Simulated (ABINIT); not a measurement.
# Au (Fm-3m) in ABINIT: a series of runs

One crystal, Au, is run at these levels: LDA-PZ, revPBE; tasks: band structure.

Everything below comes from runs of ABINIT 10.8.3 (patched build). Logs are shortened: lines on timing, memory, paths and dates and some standing lists are left out, and cuts for length are marked. The log counts tension as positive stress, the text compression.

## (1) Starting point

Symmetry: Fm-3m, No. 225, cubic system. Conventional cell: a = 4.070 Å, b = 4.070 Å, c = 4.070 Å, α = 90.00°, β = 90.00°, γ = 90.00°. Au (site symmetry m-3m) is surrounded by 12 Au at 2.88 Å.

## (2) Band structure, LDA-PZ

Contents of run.abi:

```
# Datasets: ground state, then fixed potential
ndtset 2

# Pseudopotentials
pp_dirpath "./"
pseudos "Au.upf"

# Structure
acell 3*1.0
rprim
     0.0000000000     3.8455926636     3.8455926636
     3.8455926636     0.0000000000     3.8455926636
     3.8455926636     3.8455926636     0.0000000000
ntypat 1
znucl 79
natom 1
typat 1
xred
     0.0000000000     0.0000000000     0.0000000000

# Plane-wave basis
ecut 870.764360 eV

# Exchange and correlation
ixc 2

# Bands and occupations
occopt 3
tsmear 0.05 eV

# SCF cycle
nstep 100

# Output
iomode 3
prtwf 0
prteig 0
prtebands 0
enunit 1
prtden1 1

# Dataset 1
kptopt1 1
ngkpt1 11 11 11
nshiftk1 1
shiftk1 0.0 0.0 0.0
nband1 14
tolvrs1 1.0e-10

# Dataset 2: bands along G-X-W-K-G-L-U-W-L-K
iscf2 -2
getden2 1
nband2 18
nbdbuf2 2
tolwfr2 1.0e-12
kptopt2 -9
ndivsm2 6
prteig2 1
kptbounds2
     0.0000000000     0.0000000000     0.0000000000
     0.5000000000     0.0000000000     0.5000000000
     0.5000000000     0.2500000000     0.7500000000
     0.3750000000     0.3750000000     0.7500000000
     0.0000000000     0.0000000000     0.0000000000
     0.5000000000     0.5000000000     0.5000000000
     0.6250000000     0.2500000000     0.6250000000
     0.5000000000     0.2500000000     0.7500000000
     0.5000000000     0.5000000000     0.5000000000
     0.3750000000     0.3750000000     0.7500000000
```

Potentials or basis: PseudoDojo NC SR LDA v0.4.1 standard.

Run with:

```console
$ abinit run.abi > log 2>&1
```

run.abo:

```text
.Version 10.8.3 of ABINIT
 DATASET    1 : space group Fm -3 m (#225); Bravais cF (face-center cubic)
================================================================================
 Values of the parameters that define the memory need for DATASET  1.
     intxc =       0    ionmov =       0      iscf =       7    lmnmax =       7
     lnmax =       7     mgfft =      30  mpssoang =       4    mqgrid =    3001
     natom =       1  nloc_mem =       1    nspden =       1   nspinor =       1
    nsppol =       1      nsym =      48    n1xccc =    2501    ntypat =       1
    occopt =       3   xclevel =       1
       mpw =         998          nfft =       27000          nkpt =          56
================================================================================
================================================================================

 DATASET    2 : space group Fm -3 m (#225); Bravais cF (face-center cubic)
================================================================================
 Values of the parameters that define the memory need for DATASET  2.
     intxc =       0    ionmov =       0      iscf =      -2    lmnmax =       7
     lnmax =       7     mgfft =      30  mpssoang =       4    mqgrid =    3001
     natom =       1  nloc_mem =       1    nspden =       1   nspinor =       1
    nsppol =       1      nsym =      48    n1xccc =    2501    ntypat =       1
    occopt =       3   xclevel =       1
       mpw =        1002          nfft =       27000          nkpt =         103
================================================================================
================================================================================

--------------------------------------------------------------------------------
------------- Echo of variables that govern the present computation ------------
--------------------------------------------------------------------------------
 -outvars: echo values of preprocessed input variables --------
            acell      1.0000000000E+00  1.0000000000E+00  1.0000000000E+00 Bohr
              amu      1.96966540E+02
             ecut      3.20000000E+01 Hartree
           enunit           1
           getden1          0
           getden2          1
             iscf1          7
             iscf2         -2
                       outvar_i_n : Printing only first  50 k-points.
              ixc           2
           jdtset        1    2
                       outvar_i_n : Printing only first  50 k-points.
           kptopt1          1
           kptopt2         -9
         kptrlatt       11    0    0      0   11    0      0    0   11
          kptrlen1     5.98233823E+01
          kptrlen2     3.00000000E+01
            natom           1
            nband1         14
            nband2         18
           nbdbuf1          0
           nbdbuf2          2
           ndtset           2
           ndivsm1          0
           ndivsm2          6
            ngfft          30      30      30
             nkpt1         56
             nkpt2        103
            nstep         100
             nsym          48
           ntypat           1
                       prtocc : prtvol=0, do not print more k-points.
           occopt           3
        prtebands           0
           prteig1          0
           prteig2          1
            prtwf           0
            rprim      0.0000000000E+00  3.8455926636E+00  3.8455926636E+00
                       3.8455926636E+00  0.0000000000E+00  3.8455926636E+00
                       3.8455926636E+00  3.8455926636E+00  0.0000000000E+00
           shiftk1     0.00000000E+00  0.00000000E+00  0.00000000E+00
           shiftk2     5.00000000E-01  5.00000000E-01  5.00000000E-01
          spgroup         225
           tolvrs1     1.00000000E-10
           tolvrs2     0.00000000E+00
           tolwfr1     0.00000000E+00
           tolwfr2     1.00000000E-12
           tsmear      1.83746611E-03 Hartree
            typat      1
                       outvars : Printing only first  50 k-points.
            znucl       79.00000

================================================================================
[... 8 lines left out ...]
--- !DatasetInfo
iteration_state: {dtset: 1, }
dimensions: {natom: 1, nkpt: 56, mband: 14, nsppol: 1, nspinor: 1, nspden: 1, mpw: 998, }
cutoff_energies: {ecut:  32.0, pawecutdg:  -1.0, }
electrons: {nelect:   1.90000000E+01, charge:   0.00000000E+00, occopt:   3.00000000E+00, tsmear:   1.83746611E-03, }
meta: {optdriver: 0, ionmov: 0, optcell: 0, iscf: 7, paral_kgb: 0, }
...
[... 129 lines left out ...]
- sigma(1 1)=  5.08300794E+00  sigma(3 2)=  0.00000000E+00
- sigma(2 2)=  5.08300794E+00  sigma(3 1)=  0.00000000E+00
- sigma(3 3)=  5.08300794E+00  sigma(2 1)=  0.00000000E+00

================================================================================
== DATASET  2 ==================================================================

--- !DatasetInfo
iteration_state: {dtset: 2, }
dimensions: {natom: 1, nkpt: 103, mband: 18, nsppol: 1, nspinor: 1, nspden: 1, mpw: 1002, }
cutoff_energies: {ecut:  32.0, pawecutdg:  -1.0, }
electrons: {nelect:   1.90000000E+01, charge:   0.00000000E+00, occopt:   3.00000000E+00, tsmear:   1.83746611E-03, }
meta: {optdriver: 0, ionmov: 0, optcell: 0, iscf: -2, paral_kgb: 0, }
...

 mkfilename : getden/=0, take file _DEN from output of DATASET   1.

 Exchange-correlation functional for the present dataset will be:
  LDA: Perdew-Zunger-Ceperley-Alder - ixc=2
  J.P.Perdew and A.Zunger, PRB 23, 5048 (1981)

 Real(R)+Recip(G) space primitive vectors, cartesian coordinates (Bohr,Bohr^-1):
 R(1)=  0.0000000  3.8455927  3.8455927  G(1)= -0.1300190  0.1300190  0.1300190
 R(2)=  3.8455927  0.0000000  3.8455927  G(2)=  0.1300190 -0.1300190  0.1300190
 R(3)=  3.8455927  3.8455927  0.0000000  G(3)=  0.1300190  0.1300190 -0.1300190
 Unit cell volume ucvol=  1.1374173E+02 bohr^3
 Angles (23,13,12)=  6.00000000E+01  6.00000000E+01  6.00000000E+01 degrees

 getcut: wavevector=  0.0000  0.0000  0.0000  ngfft=  30  30  30
         ecut(hartree)=     32.000   => boxcut(ratio)=   2.16863
--------------------------------------------------------------------------------

================================================================================
 Non-SCF case, kpt    1 (  0.00000  0.00000  0.00000), residuals and eigenvalues=
  1.95E-13  5.76E-13  5.91E-13  1.66E-13  1.70E-13  9.37E-14  1.56E-13  9.60E-14
  8.26E-13  7.44E-13  5.43E-13  7.94E-13  8.65E-13  4.23E-13  8.40E-13  7.36E-13
  9.01E-13  5.16E-10
 -3.4132E+00 -1.6171E+00 -1.6171E+00 -1.6171E+00  1.0373E-01  2.9975E-01
  2.9975E-01  2.9975E-01  3.5744E-01  3.5744E-01  1.0057E+00  1.1523E+00
  1.1523E+00  1.1523E+00  1.3392E+00  1.5036E+00  1.5036E+00  1.5036E+00
 Non-SCF case, kpt    2 (  0.02941  0.00000  0.02941), residuals and eigenvalues=
  6.89E-13  1.48E-13  2.94E-13  2.91E-13  2.34E-13  5.39E-14  3.37E-13  6.38E-13
  7.09E-14  4.55E-13  2.64E-13  4.79E-13  6.29E-13  3.98E-13  3.66E-13  8.12E-13
  1.50E-09  2.08E-08
 -3.4132E+00 -1.6172E+00 -1.6172E+00 -1.6172E+00  1.0523E-01  2.9894E-01
  3.0043E-01  3.0043E-01  3.5657E-01  3.5778E-01  1.0076E+00  1.1467E+00
  1.1516E+00  1.1516E+00  1.3494E+00  1.4825E+00  1.4825E+00  1.5047E+00
[... 693 lines left out ...]
 Non-SCF case, kpt  102 (  0.38750  0.38750  0.72500), residuals and eigenvalues=
  4.76E-13  1.50E-13  3.05E-13  1.93E-13  2.09E-13  1.00E-13  7.32E-13  5.76E-13
  1.09E-13  2.45E-13  4.84E-13  1.37E-13  2.52E-13  1.78E-13  3.57E-13  6.91E-13
  2.29E-13  6.95E-06
 -3.4127E+00 -1.6236E+00 -1.6222E+00 -1.6196E+00  2.3639E-01  2.6274E-01
  3.2252E-01  3.6173E-01  3.9553E-01  5.9848E-01  6.5112E-01  7.5858E-01
  9.5527E-01  1.1139E+00  1.3784E+00  1.4201E+00  1.4511E+00  1.6838E+00
 Non-SCF case, kpt  103 (  0.37500  0.37500  0.75000), residuals and eigenvalues=
  5.03E-13  1.47E-13  1.20E-13  8.51E-13  3.49E-13  4.21E-13  1.08E-13  1.65E-13
  5.47E-13  1.32E-13  5.99E-13  7.23E-13  1.67E-13  9.87E-13  6.90E-13  4.96E-13
  1.26E-11  5.93E-05
 -3.4127E+00 -1.6238E+00 -1.6221E+00 -1.6197E+00  2.3305E-01  2.5650E-01
  3.3132E-01  3.6811E-01  3.9781E-01  6.1241E-01  6.4516E-01  7.4856E-01
  9.3627E-01  1.1223E+00  1.3503E+00  1.4251E+00  1.4730E+00  1.6871E+00

--- !ResultsGS
iteration_state: {dtset: 2, }
comment   : Summary of ground state results
lattice_vectors:
- [  0.0000000,   3.8455927,   3.8455927, ]
- [  3.8455927,   0.0000000,   3.8455927, ]
- [  3.8455927,   3.8455927,   0.0000000, ]
lattice_lengths: [   5.43849,    5.43849,    5.43849, ]
lattice_angles: [ 60.000,  60.000,  60.000, ] # degrees, (23, 13, 12)
lattice_volume:   1.1374173E+02
convergence: {deltae:  0.000E+00, res2:  0.000E+00, residm:  9.997E-13, diffor:  0.000E+00, }
etotal    :  -1.47544236E+02
entropy   :   0.00000000E+00
fermie    :   4.73822587E-01
cartesian_stress_tensor: null
pressure_GPa: null
xred      :
- [  0.0000E+00,   0.0000E+00,   0.0000E+00, Au]
cartesian_forces: null
force_length_stats: {min: null, max: null, mean: null, }
...

 Integrated electronic density in atomic spheres:
 ------------------------------------------------
 Atom  Sphere_radius  Integrated_density
    1        2.00000         15.56278057
================================================================================

 ----iterations are completed or convergence reached----

 Mean square residual over all n,k,spin=   40.064E-14; max=  99.969E-14
 reduced coordinates (array xred) for    1 atoms
       0.000000000000      0.000000000000      0.000000000000

 cartesian coordinates (angstrom) at end:
    1      0.00000000000000     0.00000000000000     0.00000000000000
 length scales=  1.000000000000  1.000000000000  1.000000000000 bohr
              =  0.529177210544  0.529177210544  0.529177210544 angstroms
 Eigenvalues (   eV  ) for nkpt= 103  k points:
 kpt#   1, nband= 18, wtk=  1.00000, kpt=  0.0000  0.0000  0.0000 (reduced coord)
 -92.87881  -44.00432  -44.00432  -44.00432    2.82271    8.15654    8.15654    8.15654
   9.72634    9.72634   27.36561   31.35539   31.35539   31.35539   36.44253   40.91544
  40.91544   40.91544
 kpt#   2, nband= 18, wtk=  1.00000, kpt=  0.0294  0.0000  0.0294 (reduced coord)
 -92.87925  -44.00633  -44.00518  -44.00518    2.86348    8.13466    8.17515    8.17515
   9.70277    9.73563   27.41691   31.20325   31.33665   31.33665   36.72014   40.34037
  40.34037   40.94365
 kpt#   3, nband= 18, wtk=  1.00000, kpt=  0.0588  0.0000  0.0588 (reduced coord)
 -92.87879  -44.01196  -44.00741  -44.00741    2.98595    8.07032    8.23084    8.23084
   9.63359    9.76324   27.56867   30.83282   31.26872   31.26872   37.45751   39.42263
  39.42263   41.01409
 kpt#   4, nband= 18, wtk=  1.00000, kpt=  0.0882  0.0000  0.0882 (reduced coord)
 -92.87819  -44.02120  -44.01105  -44.01105    3.18750    7.96721    8.32311    8.32311
   9.52356    9.80848   27.81444   30.38913   31.11720   31.11720   38.39348   38.59136
  38.59136   39.66560
 kpt#   5, nband= 18, wtk=  1.00000, kpt=  0.1176  0.0000  0.1176 (reduced coord)
[... 381 lines left out ...]
  10.76690   15.81145   16.61099   22.82321   27.19698   29.59017   38.31831   38.37524
  39.40538   45.21270
 kpt# 101, nband= 18, wtk=  1.00000, kpt=  0.4000  0.4000  0.7000 (reduced coord)
 -92.86445  -44.18367  -44.13566  -44.06725    6.50799    7.31678    8.56311    9.60135
  10.74939   16.01095   17.26005   21.60849   26.57867   29.98857   38.19263   38.51008
  39.09239   45.73346
 kpt# 102, nband= 18, wtk=  1.00000, kpt=  0.3875  0.3875  0.7250 (reduced coord)
 -92.86390  -44.18055  -44.14288  -44.07155    6.43254    7.14953    8.77612    9.84310
  10.76294   16.28538   17.71797   20.64189   25.99431   30.30986   37.50718   38.64423
  39.48764   45.81732
 kpt# 103, nband= 18, wtk=  1.00000, kpt=  0.3750  0.3750  0.7500 (reduced coord)
 -92.86338  -44.18499  -44.13977  -44.07508    6.34162    6.97985    9.01564   10.01668
  10.82509   16.66451   17.55580   20.36942   25.47720   30.53930   36.74326   38.78027
  40.08257   45.90790

== END DATASET(S) ==============================================================
================================================================================

 -outvars: echo values of variables after computation  --------
            acell      1.0000000000E+00  1.0000000000E+00  1.0000000000E+00 Bohr
           etotal1    -1.4754423643E+02
            fcart1    -0.0000000000E+00 -0.0000000000E+00 -0.0000000000E+00
            rprim      0.0000000000E+00  3.8455926636E+00  3.8455926636E+00
                       3.8455926636E+00  0.0000000000E+00  3.8455926636E+00
                       3.8455926636E+00  3.8455926636E+00  0.0000000000E+00
           strten1     1.7276792820E-04  1.7276792820E-04  1.7276792820E-04
                       0.0000000000E+00  0.0000000000E+00  0.0000000000E+00
 Calculation completed.
```

Run time: 73 s. Hardware: 1 thread of Intel Xeon Platinum 8259CL at 2.50GHz (Skylake/Cascade Lake), shared host; peak memory 0.1 GiB.

What came out:

| Property | Result |
| --- | --- |
| Free energy | -4014.8832 eV |
| Band gap on the k mesh | none (metal or under the smearing width) |
| Valence electrons inside the program's atomic spheres | Au 15.56 (radii [1.0584] Å) |

Levels at the corners of the path, in eV from the Fermi level:
| point | band 5 | band 6 | band 7 | band 8 | band 9 | band 10 | band 11 | band 12 | band 13 | band 14 |
| --- | --- | --- | --- | --- | --- | --- | --- | --- | --- | --- |
| Γ | -10.07 | -4.74 | -4.74 | -4.74 | -3.17 | -3.17 | 14.47 | 18.46 | 18.46 | 18.46 |
| X | -7.17 | -6.85 | -1.97 | -1.60 | -1.60 | 0.91 | 5.77 | 9.94 | 9.94 | 17.32 |
| W | -6.04 | -5.22 | -5.22 | -3.34 | -1.60 | 4.65 | 6.29 | 6.29 | 9.50 | 22.60 |
| K | -6.55 | -5.91 | -3.88 | -2.88 | -2.07 | 3.77 | 4.66 | 7.48 | 12.58 | 17.65 |
| Γ | -10.07 | -4.74 | -4.74 | -4.74 | -3.17 | -3.17 | 14.47 | 18.46 | 18.46 | 18.46 |
| L | -7.45 | -4.77 | -4.77 | -1.93 | -1.93 | -1.08 | 3.07 | 13.93 | 17.09 | 17.09 |
| U | -6.55 | -5.91 | -3.88 | -2.88 | -2.07 | 3.77 | 4.66 | 7.48 | 12.58 | 17.65 |
| W | -6.04 | -5.22 | -5.22 | -3.34 | -1.60 | 4.65 | 6.29 | 6.29 | 9.50 | 22.60 |
| L | -7.45 | -4.77 | -4.77 | -1.93 | -1.93 | -1.08 | 3.07 | 13.93 | 17.09 | 17.09 |
| K | -6.55 | -5.91 | -3.88 | -2.88 | -2.07 | 3.77 | 4.66 | 7.48 | 12.58 | 17.65 |

Caveat: the cutoff is too short for stress, so the log's stress isn't used; spin-orbit coupling is left out, which moves the levels of the heavy elements.

## (3) Band structure, revPBE

Edit run.abi of step 2 so:

```diff
@@ -8,7 +8,7 @@
 # Structure
-acell 3*1.0
+acell 3*1.0 Angstrom
 rprim
-     0.0000000000     3.8455926636     3.8455926636
-     3.8455926636     0.0000000000     3.8455926636
-     3.8455926636     3.8455926636     0.0000000000
+     0.0000000000     2.0350000000     2.0350000000
+     2.0350000000     0.0000000000     2.0350000000
+     2.0350000000     2.0350000000     0.0000000000
 ntypat 1
@@ -21,6 +21,6 @@
 # Plane-wave basis
-ecut 870.764360 eV
+ecut 38.0
 
 # Exchange and correlation
-ixc 2
+ixc 14
 
@@ -56,3 +56,3 @@
 kptopt2 -9
-ndivsm2 6
+ndivsm2 8
 prteig2 1
```

Potentials or basis: PseudoDojo NC SR PBE v0.4.1 standard.

Run with:

```console
$ abinit run.abi > log 2>&1
```

run.abo:

```text
.Version 10.8.3 of ABINIT
 DATASET    1 : space group Fm -3 m (#225); Bravais cF (face-center cubic)
================================================================================
 Values of the parameters that define the memory need for DATASET  1.
     intxc =       0    ionmov =       0      iscf =       7    lmnmax =       7
     lnmax =       7     mgfft =      32  mpssoang =       4    mqgrid =    3001
     natom =       1  nloc_mem =       1    nspden =       1   nspinor =       1
    nsppol =       1      nsym =      48    n1xccc =    2501    ntypat =       1
    occopt =       3   xclevel =       2
       mpw =        1303          nfft =       32768          nkpt =          56
================================================================================
================================================================================

 DATASET    2 : space group Fm -3 m (#225); Bravais cF (face-center cubic)
================================================================================
[... 1805 lines left out ...]
  39.78178   46.31748
 kpt# 138, nband= 18, wtk=  1.00000, kpt=  0.3839  0.3839  0.7321 (reduced coord)
 -92.29170  -43.73833  -43.70034  -43.63040    6.87660    7.56373    9.30664   10.32884
  11.20113   16.98145   18.26207   20.97607   26.41620   30.82483   37.80962   39.23288
  40.15509   46.37200
 kpt# 139, nband= 18, wtk=  1.00000, kpt=  0.3750  0.3750  0.7500 (reduced coord)
 -92.29156  -43.74216  -43.69720  -43.63289    6.81108    7.44384    9.47555   10.44277
  11.25062   17.26931   18.06724   20.86762   26.05572   30.97631   37.25454   39.33377
  40.59265   46.44369

== END DATASET(S) ==============================================================
================================================================================

 -outvars: echo values of variables after computation  --------
            acell      1.8897261259E+00  1.8897261259E+00  1.8897261259E+00 Bohr
           etotal1    -1.4821937699E+02
            fcart1    -0.0000000000E+00 -0.0000000000E+00 -0.0000000000E+00
            rprim      0.0000000000E+00  2.0350000000E+00  2.0350000000E+00
                       2.0350000000E+00  0.0000000000E+00  2.0350000000E+00
                       2.0350000000E+00  2.0350000000E+00  0.0000000000E+00
           strten1    -4.4679870823E-04 -4.4679870823E-04 -4.4679870823E-04
                       0.0000000000E+00  0.0000000000E+00  0.0000000000E+00
 Calculation completed.
```

Wall time 2 min (1 thread of Intel Xeon Platinum 8259CL at 2.50GHz (Skylake/Cascade Lake), shared host); peak memory 0.11 GiB.

What came out:

* Free energy: -4033.2547 eV
* Pressure: 13.1 GPa
* Band gap on the k mesh: none (metal or under the smearing width)
* Valence electrons inside the program's atomic spheres: Au 15.61 (radii [1.0584] Å)

Levels at the corners of the path, in eV from the Fermi level:
```
point  band 7  band 8  band 9  band 10  band 11  band 12
    Γ   -4.78   -4.78   -3.24    -3.24    14.44    18.51
    X   -2.06   -1.68   -1.68     0.96     5.85    10.03
    W   -5.26   -3.40   -1.68     4.78     6.32     6.32
    K   -3.92   -2.95   -2.14     3.88     4.68     7.48
    Γ   -4.78   -4.78   -3.24    -3.24    14.44    18.51
    L   -4.82   -2.01   -2.01    -1.04     3.11    13.91
    U   -3.92   -2.95   -2.14     3.88     4.68     7.48
    W   -5.26   -3.40   -1.68     4.78     6.32     6.32
    L   -4.82   -2.01   -2.01    -1.04     3.11    13.91
    K   -3.92   -2.95   -2.14     3.88     4.68     7.48
```

Caveat: the potentials were made for another functional, which shifts forces and pressure; spin-orbit coupling is left out, which moves the levels of the heavy elements.
